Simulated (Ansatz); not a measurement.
**EuO under changes of volume**

One of the cells (17.013 Å³/atom); the others are scaled copies at fixed shape and fractional positions:

```
CELL_PARAMETERS angstrom
0.00000 2.57195 2.57195
2.57195 0.00000 2.57195
2.57195 2.57195 0.00000
ATOMIC_POSITIONS crystal
Eu 0.00000 0.00000 0.00000
O 0.50000 0.50000 0.50000
```

```yaml
Program: Ansatz 0.2.0
Functional: PBE
Potentials_or_basis: Ansatz PAW
Cutoff: "420 eV (not typed: the program's choice for these potentials)"
k_mesh: 9 × 9 × 9
Occupations: fermi-dirac, width 0.05 eV
Spin: collinear spin, ferromagnetic start
Starting_moments: "[7.0, 0.0] μB"
```

```csv
volume (Å³/atom),energy over the lowest point (meV/atom),pressure (GPa),moment (μB per cell)
15.992,0.81,1.4,6.95
16.333,0.00,-0.7,6.96
16.673,3.30,-2.5,6.97
17.013,?,?,?
17.354,20.65,-5.6,6.98
17.694,33.99,-6.9,6.99
18.034,49.89,-8.0,6.99
```

Problem. What does the run at 17.013 Å³/atom give?

Solution. Energy over the lowest point 10.27 meV/atom; pressure -4.1 GPa; moment 6.98 μB per cell.

Worked out: A Birch-Murnaghan fit of order 3 (a polynomial in V^(-2/3)) to the other rows has its minimum at 16.23 Å³/atom with B0 = V·E''(V) = 96 GPa and B' = 4.3. It gives 10.32 meV/atom at 17.013 Å³/atom, against the run's 10.27, and -dE/dV = -4.1 GPa, against -4.1. A straight line through the other rows of the moment, of slope 0.0199 μB per Å³/atom, gives 6.97 μB, against the run's 6.98.

Energies are extrapolated to zero smearing.

Caveats: a cell with one magnetic atom can't hold antiferromagnetic order, which such compounds often take; without U or exact exchange the open f shell lies at the Fermi level, which spoils levels, moments and volumes.
